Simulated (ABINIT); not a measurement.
Crystal: BN.

```
N B
1.0
     2.49824    0.00000    0.00000
    -1.24912    2.16354    0.00000
     0.00000    0.00000    6.63570
N B
2 2
Direct
  0.66667 0.33333 0.25000
  0.33333 0.66667 0.75000
  0.66667 0.33333 0.75000
  0.33333 0.66667 0.25000
```

Base run:

- Program: ABINIT 10.8.3 (patched build)
- Functional: BP86
- Potentials or basis: JTH PAW PBE v2.0
- Cutoff: 707 eV
- k mesh: 12 × 12 × 4
- Occupations: fermi-dirac, width 0.05 eV
- Spin: no spin polarisation

Its results: band gap on the k mesh 4.29 eV, indirect (least direct gap 4.67 eV); pressure 5.8 GPa.

Q: The run is repeated on the same cell with these changes: functional from BP86 to PW91. What comes out?

A: Band gap on the k mesh 4.28 eV, indirect (least direct gap 4.66 eV); pressure 4.4 GPa.

Caveats: the PAW data sets were made with another functional, which shifts forces and pressure a little; the atomic spheres overlap; this functional lacks dispersion, which binds the layers, so the pressure and a relaxed spacing across them are unreliable (some runs).

A k mesh can miss the band edges.
